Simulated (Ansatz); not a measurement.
# The perfect armchair MoS2 nanoribbon (N = 9, bare edges)

Wanted: the relaxed geometry and the bands of the armchair MoS2 nanoribbon (N = 9, bare edges).

Program: Ansatz 0.2.0. Level of theory: DFT PBE, plane waves, PAW; relaxation of a wire's period, in the first sound run; inputs show where later runs differ. Results are calculated unless marked as measured.

This is a report of a sequence of runs, with most program output left out.

**1. The starting structure**

The cell holds 27 atoms: 9 Mo and 18 S. Cell: a = 19.720 Å, b = 10.120 Å, c = 5.508 Å, α = 90.0°, β = 90.0°, γ = 90.0°. Vacuum lies along a and b. The structure's axis is c.

**2. Relaxation of atoms and period**

Band widths follow the bond lengths, so the wire is relaxed first. The atoms and the third cell vector are free; the box across stays fixed as vacuum. Moments are seeded so that a magnetic state can form if it lies lower. A Fermi-Dirac smearing is set since the result may be a metal. The pressure printed is a third of the stress's trace over the whole box, vacuum included; only the stress along the axis is relaxed.

Contents of input.yaml:

```yaml
crystal:
  lattice:
    - [19.72, 0.0, 0.0]
    - [0.0, 10.12, 0.0]
    - [0.0, 0.0, 5.5079215681]
  atoms:
    - { symbol: Mo, position: [0.177484787, 0.5, 0.0], spin: 0.3 }
    - { symbol: Mo, position: [0.338742394, 0.5, 0.0] }
    - { symbol: Mo, position: [0.5, 0.5, 0.0] }
    - { symbol: Mo, position: [0.661257606, 0.5, 0.0] }
    - { symbol: Mo, position: [0.822515213, 0.5, 0.0], spin: 0.3 }
    - { symbol: S, position: [0.177484787, 0.654150198, 0.333333333] }
    - { symbol: S, position: [0.177484787, 0.345849802, 0.333333333] }
    - { symbol: S, position: [0.338742394, 0.654150198, 0.333333333] }
[... 15 atom lines left out ...]
    - { symbol: S, position: [0.580628803, 0.654150198, 0.833333333] }
    - { symbol: S, position: [0.580628803, 0.345849802, 0.833333333] }
    - { symbol: S, position: [0.74188641, 0.654150198, 0.833333333] }
    - { symbol: S, position: [0.74188641, 0.345849802, 0.833333333] }
magnetization:
  spin_polarized: true
kpoints:
  mp_grid: { grid: [1, 1, 15] }
scf:
  occupations: { method: fermi_dirac, width: 0.05 }
hamiltonian:
  xc: pbe
relax:
  cell: { fix: [a, b, alpha, beta, gamma] }
  max_steps: 45
  f_tol: 0.03
```

On the command line:

```bash
ansatz run input.yaml --threads 4 --pin off --max-ram 16384MiB --backend cpu --events-out ev --progress --plain --runs-dir out
```

Wall time 10 min (4 threads of Intel Xeon Platinum 8259CL at 2.50GHz (Skylake/Cascade Lake), shared host); peak memory 4 GiB; 39 min of CPU time.

The steps of the relaxation:

| step | energy less that of the first step (eV) | largest force component (eV/Å) | pressure (GPa) | volume (Å³) |
| --- | --- | --- | --- | --- |
| 1 | 0.0000 | 1.8967 | -0.82 | 1099.20 |
| 2 | -0.6446 | 0.7398 | 0.28 | 1089.11 |
| 3 | -0.7070 | 0.2831 | 0.02 | 1093.01 |
| 4 | -0.7248 | 0.1513 | 0.03 | 1092.12 |
| 5 | -0.7279 | 0.0402 | 0.00 | 1093.34 |
| 6 | -0.7284 | 0.0264 | 0.02 | 1093.00 |
| 7* | -0.7281 | 0.0263 | 0.02 | 1093.00 |

Relaxation steps marked * repeat the geometry before them on a plane-wave basis chosen anew for their cell, so energy and pressure can jump there.

The run keeps the 4 symmetry operations that it works with, so distortions that break them were not tested.

| cell as run | before | after | change |
| --- | --- | --- | --- |
| c (Å) | 5.508 | 5.477 | -0.6 % |

The atoms that moved most (Å, along periodic axes as changes of fractional coordinates times the final cell, across vacuum about the mean position):

| atom | dx | dy | dz | length |
| --- | --- | --- | --- | --- |
| Mo1 | 0.167 | 0.000 | 0.120 | 0.206 |
| Mo5 | -0.167 | 0.000 | 0.120 | 0.206 |
| S15 | 0.091 | 0.005 | -0.050 | 0.103 |
| S14 | 0.091 | -0.005 | -0.050 | 0.103 |
| S7 | -0.091 | 0.005 | -0.050 | 0.103 |
| S6 | -0.091 | -0.005 | -0.050 | 0.103 |
| Mo19 | 0.092 | 0.000 | 0.046 | 0.103 |
| Mo16 | -0.092 | 0.000 | 0.046 | 0.103 |

Final coordinates:

```cif
data_structure
_symmetry_space_group_name_H-M 'P 1'
_symmetry_Int_Tables_number 1
_cell_length_a 19.7200
_cell_length_b 10.1200
_cell_length_c 5.4769
_cell_angle_alpha 90.000
_cell_angle_beta 90.000
_cell_angle_gamma 90.000
_cell_volume 1093.00
loop_
_atom_site_label
_atom_site_type_symbol
_atom_site_fract_x
_atom_site_fract_y
_atom_site_fract_z
_atom_site_occupancy
Mo1 Mo 0.18597 0.50000 0.02189 1
Mo2 Mo 0.33821 0.50000 0.99434 1
Mo3 Mo 0.50000 0.50000 0.00114 1
Mo4 Mo 0.66179 0.50000 0.99434 1
Mo5 Mo 0.81403 0.50000 0.02189 1
S6 S 0.17289 0.65366 0.32425 1
S7 S 0.17289 0.34634 0.32425 1
S8 S 0.33663 0.65156 0.33438 1
S9 S 0.33663 0.34844 0.33438 1
S10 S 0.50000 0.65531 0.33394 1
S11 S 0.50000 0.34469 0.33394 1
S12 S 0.66337 0.65156 0.33438 1
S13 S 0.66337 0.34844 0.33438 1
S14 S 0.82711 0.65366 0.32425 1
S15 S 0.82711 0.34634 0.32425 1
Mo16 Mo 0.25344 0.50000 0.50839 1
Mo17 Mo 0.41941 0.50000 0.49956 1
Mo18 Mo 0.58059 0.50000 0.49956 1
Mo19 Mo 0.74656 0.50000 0.50839 1
S20 S 0.25834 0.65792 0.82868 1
S21 S 0.25834 0.34208 0.82868 1
S22 S 0.41946 0.65466 0.83335 1
S23 S 0.41946 0.34534 0.83335 1
S24 S 0.58054 0.65466 0.83335 1
S25 S 0.58054 0.34534 0.83335 1
S26 S 0.74166 0.65792 0.82868 1
S27 S 0.74166 0.34208 0.82868 1
```

Numbers from this step:

```
energy at zero smearing    : -60857.4592 eV
cell length along the wire : 5.477 Å
```

The cell's length comes to 5.477 Å with no moment.

**3. The wire at its relaxed period**

This step: DFT PBE, plane waves, PAW; bands of a perfect wire (Ansatz 0.2.0).

At the relaxed period the bands are computed along the axis; those that cross an energy going forward count the channels that a perfect wire would open there.

Contents of input.yaml:

```yaml
crystal:
  lattice:
    - [19.72, 0.0, 0.0]
    - [0.0, 10.12, 0.0]
    - [0.0, 0.0, 5.4768506027]
  atoms:
    - { symbol: Mo, position: [0.185967825, 0.5, 0.021887142] }
    - { symbol: Mo, position: [0.338209799, 0.5, 0.994335355] }
    - { symbol: Mo, position: [0.5, 0.5, 0.001139288] }
    - { symbol: Mo, position: [0.661790201, 0.5, 0.994335355] }
    - { symbol: Mo, position: [0.814032175, 0.5, 0.021887142] }
    - { symbol: S, position: [0.172892734, 0.653656591, 0.324247873] }
    - { symbol: S, position: [0.172892734, 0.346343409, 0.324247873] }
    - { symbol: S, position: [0.336626966, 0.651564004, 0.334375284] }
[... 15 atom lines left out ...]
    - { symbol: S, position: [0.580540978, 0.65466453, 0.833350214] }
    - { symbol: S, position: [0.580540978, 0.34533547, 0.833350214] }
    - { symbol: S, position: [0.741657851, 0.657922582, 0.828684636] }
    - { symbol: S, position: [0.741657851, 0.342077418, 0.828684636] }
kpoints:
  mp_grid: { grid: [1, 1, 15] }
  band_path: { path: ["Γ", Z], npoints: 90 }
scf:
  occupations: { method: fermi_dirac, width: 0.05 }
hamiltonian:
  xc: pbe
output:
  dos: { e_range: [-5, 4] }
  write_potential: true
  write_density: true
  volumetric_format: npy
```

It took 4.1 min on 4 threads; peak memory 8.3 GiB.

Numbers from this step:

| Item | Value |
| --- | --- |
| energy at zero smearing | -60857.4598 eV |
| band gap | 0.4895 eV |

The electronic bands at the labelled points (eV, zero at the Fermi level; v1 is the highest filled band, c1 the lowest empty one):

| point | v4 | v3 | v2 | v1 | c1 | c2 | c3 | c4 |
| --- | --- | --- | --- | --- | --- | --- | --- | --- |
| Γ | -0.57 | -0.57 | -0.32 | -0.22 | 0.27 | 0.32 | 0.33 | 0.33 |
| halfway | -0.55 | -0.51 | -0.41 | -0.37 | 0.33 | 0.34 | 0.52 | 0.55 |
| Z | -0.52 | -0.50 | -0.42 | -0.41 | 0.35 | 0.38 | 0.79 | 0.83 |

The gap is 0.490 eV, with spin left out.

The path shows a direct gap of 0.49 eV (valence top at Γ, conduction bottom at Γ).

**4. Strain along the wire, period over the relaxed period 0.96, k-mesh 1×1×12**

This step: DFT PBE, plane waves, PAW; relaxation at a fixed period (Ansatz 0.2.0).

The period is set to 0.96 times the relaxed one and the atoms relax within it: strain changes bond lengths and angles, which shifts the bands against each other. Against the first PBE run of this kind, the mesh along the wire has 12 points against 15.

The cell differs from the one that the last finished run ended in (c 5.477 → 5.258 Å).

input.yaml, as its differences from that of step 3:

```diff
@@ -4,5 +4,5 @@
     - [0.0, 10.12, 0.0]
-    - [0.0, 0.0, 5.4768506027]
+    - [0.0, 0.0, 5.2577765786]
   atoms:
-    - { symbol: Mo, position: [0.185967825, 0.5, 0.021887142] }
+    - { symbol: Mo, position: [0.185967825, 0.5, 0.021887142], spin: 0.3 }
     - { symbol: Mo, position: [0.338209799, 0.5, 0.994335355] }
@@ -10,3 +10,3 @@
     - { symbol: Mo, position: [0.661790201, 0.5, 0.994335355] }
-    - { symbol: Mo, position: [0.814032175, 0.5, 0.021887142] }
+    - { symbol: Mo, position: [0.814032175, 0.5, 0.021887142], spin: 0.3 }
     - { symbol: S, position: [0.172892734, 0.653656591, 0.324247873] }
@@ -33,4 +33,6 @@
     - { symbol: S, position: [0.741657851, 0.342077418, 0.828684636] }
+magnetization:
+  spin_polarized: true
 kpoints:
-  mp_grid: { grid: [1, 1, 15] }
+  mp_grid: { grid: [1, 1, 12] }
   band_path: { path: ["Γ", Z], npoints: 90 }
@@ -40,6 +42,6 @@
   xc: pbe
+relax:
+  max_steps: 40
+  f_tol: 0.02
 output:
-  dos: { e_range: [-5, 4] }
-  write_potential: true
-  write_density: true
-  volumetric_format: npy
+  stress: true
```

Run time: 13 min. Hardware: 4 threads; peak memory 12 GiB.

Relaxation path:

| step | energy less that of the first step (eV) | largest force component (eV/Å) |
| --- | --- | --- |
| 1 | 0.0000 | 1.0861 |
| 2 | -0.1979 | 0.4329 |
| 3 | -0.2411 | 0.1906 |
| 4 | -0.2450 | 0.1084 |
| 5 | -0.2457 | 0.0487 |
| 6 | -0.2468 | 0.0051 |
| 7 | -0.2468 | 0.0051 |

The run keeps the 4 symmetry operations that it works with, so distortions that break them were not tested.

The atoms that moved most (Å):

| atom | dx | dy | dz | length |
| --- | --- | --- | --- | --- |
| Mo1 | -0.100 | 0.000 | -0.066 | 0.119 |
| Mo5 | 0.100 | 0.000 | -0.066 | 0.119 |
| S6 | -0.113 | -0.006 | 0.020 | 0.115 |
| S7 | -0.113 | 0.006 | 0.020 | 0.115 |
| S14 | 0.113 | -0.006 | 0.020 | 0.115 |
| S15 | 0.113 | 0.006 | 0.020 | 0.115 |
| S26 | 0.053 | 0.012 | 0.013 | 0.056 |
| S27 | 0.053 | -0.012 | 0.013 | 0.056 |

The relaxed structure:

```xyz
27
Lattice="19.7200 0.0000 0.0000 0.0000 10.1200 0.0000 0.0000 0.0000 5.2578" Properties=species:S:1:pos:R:3
Mo    3.5677    5.0600    0.0492
Mo    6.6354    5.0600    5.2228
Mo    9.8600    5.0600   -0.0070
Mo   13.0846    5.0600    5.2228
Mo   16.1523    5.0600    0.0492
S     3.2965    6.6088    1.7244
S     3.2965    3.5112    1.7244
S     6.6032    6.6133    1.7675
S     6.6032    3.5067    1.7675
S     9.8600    6.6451    1.7629
S     9.8600    3.4749    1.7629
S    13.1168    6.6133    1.7675
S    13.1168    3.5067    1.7675
S    16.4235    6.6088    1.7244
S    16.4235    3.5112    1.7244
Mo    4.9454    5.0600    2.6535
Mo    8.2497    5.0600    2.6154
Mo   11.4703    5.0600    2.6154
Mo   14.7746    5.0600    2.6535
S     5.0414    6.6698    4.3704
S     5.0414    3.4502    4.3704
S     8.2506    6.6397    4.3897
S     8.2506    3.4803    4.3897
S    11.4694    6.6397    4.3897
S    11.4694    3.4803    4.3897
S    14.6786    6.6698    4.3704
S    14.6786    3.4502    4.3704
```

This step gave:

```
energy at zero smearing : -60857.0539 eV
band gap                : 0.421 eV
```

The gap is 0.421 eV, against 0.490 eV under PBE at the relaxed period, with no moment.

**5. At a strained period, period over the relaxed period 0.98, k-mesh 1×1×12**

The period is set to 0.98 times the relaxed one and the atoms relax within it: strain changes bond lengths and angles, which shifts the bands against each other. Against the first PBE run of this kind, the mesh along the wire has 12 points against 15.

The cell differs from the one that the last finished run ended in (c 5.258 → 5.367 Å).

input.yaml, as its differences from that of step 4:

```diff
@@ -4,3 +4,3 @@
     - [0.0, 10.12, 0.0]
-    - [0.0, 0.0, 5.2577765786]
+    - [0.0, 0.0, 5.3673135906]
   atoms:
```

Run time: 12 min. Hardware: 4 threads; peak memory 13 GiB; 47 min of CPU time.

Relaxation path:

| step | energy less that of the first step (eV) | largest force component (eV/Å) |
| --- | --- | --- |
| 1 | 0.0000 | 0.5223 |
| 2 | -0.0445 | 0.2200 |
| 3 | -0.0564 | 0.0910 |
| 4 | -0.0573 | 0.0545 |
| 5 | -0.0576 | 0.0182 |
| 6 | -0.0576 | 0.0182 |

The run keeps the 4 symmetry operations that it works with, so distortions that break them were not tested.

The atoms that moved most (Å):

| atom | dx | dy | dz | length |
| --- | --- | --- | --- | --- |
| S15 | 0.053 | 0.002 | 0.011 | 0.054 |
| S14 | 0.053 | -0.002 | 0.011 | 0.054 |
| S7 | -0.053 | 0.002 | 0.011 | 0.054 |
| S6 | -0.053 | -0.002 | 0.011 | 0.054 |
| Mo1 | -0.043 | 0.000 | -0.029 | 0.052 |
| Mo5 | 0.043 | 0.000 | -0.029 | 0.052 |
| Mo19 | 0.024 | 0.000 | -0.008 | 0.026 |
| Mo16 | -0.024 | 0.000 | -0.008 | 0.026 |

The relaxed structure:

```xyz
27
Lattice="19.7200 0.0000 0.0000 0.0000 10.1200 0.0000 0.0000 0.0000 5.3673" Properties=species:S:1:pos:R:3
Mo    3.6240    5.0600    0.0881
Mo    6.6544    5.0600    5.3329
Mo    9.8600    5.0600   -0.0010
Mo   13.0656    5.0600    5.3329
Mo   16.0960    5.0600    0.0881
S     3.3566    6.6131    1.7514
S     3.3566    3.5069    1.7514
S     6.6220    6.6031    1.7979
S     6.6220    3.5169    1.7979
S     9.8600    6.6388    1.7946
S     9.8600    3.4812    1.7946
S    13.0980    6.6031    1.7979
S    13.0980    3.5169    1.7979
S    16.3634    6.6131    1.7514
S    16.3634    3.5069    1.7514
Mo    4.9734    5.0600    2.7211
Mo    8.2614    5.0600    2.6753
Mo   11.4586    5.0600    2.6753
Mo   14.7466    5.0600    2.7211
S     5.0721    6.6654    4.4548
S     5.0721    3.4546    4.4548
S     8.2622    6.6330    4.4757
S     8.2622    3.4870    4.4757
S    11.4578    6.6330    4.4757
S    11.4578    3.4870    4.4757
S    14.6479    6.6654    4.4548
S    14.6479    3.4546    4.4548
```

The gap is 0.457 eV, against 0.490 eV under PBE at the relaxed period, with no moment.

**6. Strain along the wire, period over the relaxed period 1.02, k-mesh 1×1×11**

The period is set to 1.02 times the relaxed one and the atoms relax within it: strain changes bond lengths and angles, which shifts the bands against each other. Against the first PBE run of this kind, the mesh along the wire has 11 points against 15.

The cell differs from the one that the last finished run ended in (c 5.367 → 5.586 Å).

input.yaml, as its differences from that of step 5:

```diff
@@ -4,3 +4,3 @@
     - [0.0, 10.12, 0.0]
-    - [0.0, 0.0, 5.3673135906]
+    - [0.0, 0.0, 5.5863876147]
   atoms:
@@ -36,3 +36,3 @@
 kpoints:
-  mp_grid: { grid: [1, 1, 12] }
+  mp_grid: { grid: [1, 1, 11] }
   band_path: { path: ["Γ", Z], npoints: 90 }
```

Wall time 12 min (4 threads); peak memory 13 GiB; 46 min of CPU time.

(Continued in part 2 of 2.)

[Logs are printed without paths, hosts, clocks, repeated set-up lines and the standing remarks that a program may print on its own settings, such as how far it seeks lower states.]

[Hosts, paths, dates, database ids (printed as entryN), source tags and the programs' standing remarks are cut or masked in the printed files.]
